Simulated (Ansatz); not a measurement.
**Ansatz run, BaTiO3**

Input file of Ansatz 0.2.0:

```yaml
crystal:
  lattice:
    - [3.96663737, 0.0, 0.0]
    - [0.02270499, 7.93323512, 0.0]
    - [0.0113525, 0.01132278, 3.96660765]
  atoms:
    - { symbol: Ba, position: [0.0, 0.0, 0.0] }
    - { symbol: Ba, position: [0.0, 0.5, 0.0] }
    - { symbol: Ti, position: [0.4893, 0.24465, 0.4893] }
    - { symbol: Ti, position: [0.4893, 0.74465, 0.4893] }
    - { symbol: O, position: [0.5113, 0.25565, 0.02] }
    - { symbol: O, position: [0.5113, 0.75565, 0.02] }
    - { symbol: O, position: [0.02, 0.25565, 0.5113] }
    - { symbol: O, position: [0.02, 0.75565, 0.5113] }
    - { symbol: O, position: [0.5113, 0.01, 0.5113] }
    - { symbol: O, position: [0.5113, 0.51, 0.5113] }
kpoints:
  mp_grid: { grid: [5, 3, 5], shift: [0, 0, 0] }
magnetization:
  spin_polarized: true
scf:
  occupations: { method: fermi_dirac }
  lower_state_search: "off"
  max_iter: 200
hamiltonian:
  pseudopotentials: { kind: paw }
  xc: pbe
  hubbard:
    projectors: all-electron-ortho-atomic
    sites: [{ species: Ti, l: d, u_eff: 5.34 }]
basis:
  ecutwfc: 420
  fft_grid_basis: typed
output:
  forces: true
  stress: true
  eigenvalues: true
  bader: true
  populations: true
  elf: true
  write_potential: true
  volumetric_format: npy
  dos:
    e_range: [-12, 8]
    de: 0.05
    projected: { site_lists: { Ba: [Ba], O: [O], Ti: [Ti] } }
  write_density: true
checkpoint:
  read: saved_state
```

Command:

```sh
ansatz run input.yaml --threads 2 --pin off --max-ram 5120MiB --backend cpu --events-out ev --progress --plain --runs-dir out
```

The run starts from an earlier solution of this cell. The state carries no moments; the state need not be the lowest.

Parts of the output:

```
Warning: crystal.lattice misses the space group found at crystal.symmetry.tolerance 1.0e-5 in a digit that the deck types, which is why this is a warning: making the lattice exact moves one of its numbers by a whole unit of that number's last typed decimal, or more. The operation that it misses by the most changes a squared length by the fraction 1.66e-6.
Ba: projections on atomic orbitals take those of the free atom [Kr 4d10] 5s2 5p6 6s2, of charge +0.00 (hamiltonian.pseudopotentials.projection_atoms); the dataset's partial waves leave at most 9.7e-6 of an orbital's norm unspanned inside its sphere
Ti: projections on atomic orbitals take those of the free atom [Ne] 3s2 3p6 3d2 4s2, of charge +0.00 (hamiltonian.pseudopotentials.projection_atoms); the dataset's partial waves leave at most 4.1e-7 of an orbital's norm unspanned inside its sphere
O: projections on atomic orbitals take those of the free atom [He] 2s2 2p4, of charge +0.00 (hamiltonian.pseudopotentials.projection_atoms); the dataset's partial waves leave at most 1.9e-8 of an orbital's norm unspanned inside its sphere
band count auto-derived: 52 (N_el = 80.0; filled up to band 40; 50 by the electrons, moments and atoms)
Pseudopotentials: kind: paw
Pseudopotential: Ba, paw, valence charge 10, recommended cutoff 420 eV (normal), Ba.paw.azcp
Pseudopotential: Ti, paw, valence charge 12, recommended cutoff 420 eV (normal), Ti.paw.azcp
Pseudopotential: O, paw, valence charge 6, recommended cutoff 420 eV (normal), O.paw.azcp
Functional definition: PBE
  exchange = pbe_x(kappa = kappa, mu = beta*pi^2/3)
  correlation = pbe_c(beta = beta)
Crystal: 10 atoms, lattice volume = 124.822 Å³
Basis set: ecut = 420 eV, 2441 PW (Γ), exchange–correlation on 54×108×54 points (8 copies of the dense FFT grid, shifted against one another)
Bands: 52, of which v1, the nominal top of the filled ones, is band 40 counted from 1 (39 counted from 0)
Symmetry: 4 space group operations
Space group: R3m (ITA 160), of the structure as read, at distance tolerance 5.0e-5 Å
k-points: 24 of 75 (time reversal used)
Initial density: read from a saved state, or passed on in memory by an earlier SCF of this step, an earlier step, the calling program or the single point that the run made first
Functional: x = pbe(κ = 0.804, μ = 0.2195), c = pbe(β = 0.0667)
SCF iter   1: F=—  Δρ=2.52e-3  dr2=2.64e-3  dr2_m=0.00e0  M=0.000 μB ∫|m|=0.000 μB
SCF iter   2: F=—  Δρ=1.79e-3  dr2=1.17e-3  dr2_m=0.00e0  M=0.000 μB ∫|m|=0.000 μB
SCF iter   3: F=—  Δρ=3.52e-4  dr2=1.69e-4  dr2_m=0.00e0  M=0.000 μB ∫|m|=0.000 μB
SCF iter   4: F=—  Δρ=3.78e-5  dr2=2.45e-6  dr2_m=0.00e0  M=0.000 μB ∫|m|=0.000 μB
SCF iter   5: F=—  Δρ=8.15e-6  dr2=2.74e-7  dr2_m=0.00e0  M=0.000 μB ∫|m|=0.000 μB
SCF iter   6: F=-20309.7204 eV  Δρ=3.26e-6  dr2=3.83e-8  dr2_m=0.00e0  M=0.000 μB ∫|m|=0.000 μB
Magnetization: 0.0000 μB (40.0000 up, 40.0000 down)
Absolute magnetization: 0.0000 μB (∫|ρ↑−ρ↓|)
Spin contamination: 0.0000 ħ² per cell (⟨S²⟩ above its minimum at these occupations)
Per-site moments (μB) at R_I (Å): [(0.0, 1.1328), (0.0, 1.1328), (0.0, 0.7694), (0.0, 0.7694), (0.0, 0.7694), (0.0, 0.7694), (0.0, 0.7694), (0.0, 0.7694), (0.0, 0.7694), (0.0, 0.7694)]
Free energy (F): -20309.7204 eV
Harris-Foulkes:  -20309.7204 eV  (|F-HF|=2.20e-8)
Internal energy: -20309.7204 eV  (E = F + TS)
E sigma→0 (E₀):  -20309.7204 eV
Entropy (-TS):    0.0000 eV (-0.000 meV/atom)
Fermi energy:    12.3942 eV
--- Per-component energies (eV) ---
  E_band       = -252.3769
  E_kinetic    = 1950.6265
  E_local      = -4148.5754  (includes V_loc(G=0)·N_el)
  E_nonlocal   = 404.6126
  E_hartree    = 1624.4370
  E_xc         = -986.4469
  E_vxc        = -1096.9548  (∫ρ·V_xc dr)
  E_hubbard    = 8.9060  (on-site DFT+U / exact-exchange correction)
  E_vhub       = 6.2019  (the Hubbard potential's part of the band-sum identity)
  E_paw        = -13489.0210  (= ΣΔE_a)
  E_vpaw       = -617.1723  (= ΣTr[D̂ρ^β])
  E_aug_tail   = 0.0148  (compensation charges beyond the density's cutoff)
  E_ewald      = -5674.2740
  E_smearing   =  0.0000  (= −TS)
--- Forces (eV/Å), atoms counted from 1 ---
  atom   1  Ba     0.0144     0.0142     0.0143
  atom   2  Ba     0.0144     0.0142     0.0143
  atom   3  Ti     0.4710     0.4668     0.4683
  atom   4  Ti     0.4710     0.4668     0.4683
  atom   5  O      0.0429     0.0428    -0.5691
  atom   6  O      0.0429     0.0428    -0.5691
  atom   7  O     -0.5689     0.0445     0.0444
  atom   8  O     -0.5689     0.0445     0.0444
  atom   9  O      0.0405    -0.5683     0.0420
  atom  10  O      0.0405    -0.5683     0.0420
--- Stress (GPa, compression-positive) ---
       12.0950      -0.2351      -0.2350
       -0.2351      12.0959      -0.2337
       -0.2350      -0.2337      12.0977
  P = ⅓ Tr σ = 12.0962 GPa (120.962 kbar)
--- Löwdin populations: 10 sites ---
  site symbol       q [e]    m [muB]
     0     Ba      8.2260     0.0000
     1     Ba      8.2260     0.0000
     2     Ti     10.6037     0.0000
     3     Ti     10.6037     0.0000
     4      O      6.9287     0.0000
     5      O      6.9287     0.0000
     6      O      6.9287     0.0000
     7      O      6.9287     0.0000
     8      O      6.9286     0.0000
     9      O      6.9286     0.0000
  spilling = 0.0096 (of n_electrons = 80.0000)
--- Bader charges: 10 sites ---
  site symbol  charge [e]  shift [e]    m [muB]
     0     Ba      1.5218     0.0000     0.0000
     1     Ba      1.5218     0.0000     0.0000
     2     Ti      2.3717     0.0046     0.0000
     3     Ti      2.3717     0.0046     0.0000
     4      O     -1.2978     0.0015     0.0000
     5      O     -1.2978     0.0015     0.0000
     6      O     -1.2978     0.0015     0.0000
     7      O     -1.2978     0.0015     0.0000
     8      O     -1.2978     0.0015     0.0000
     9      O     -1.2978     0.0015     0.0000
```

Absolute energies hang on the potentials; compare differences alone.

Origin: a database entry at a rescaled volume. Caveats: the input typed no starting moments; atoms or cell far from equilibrium.

Cost: 40 s on 2 threads of AMD EPYC 9R45 96-Core Processor (Zen 5) (shared host), peak memory 0.66 GiB (start from a saved density).
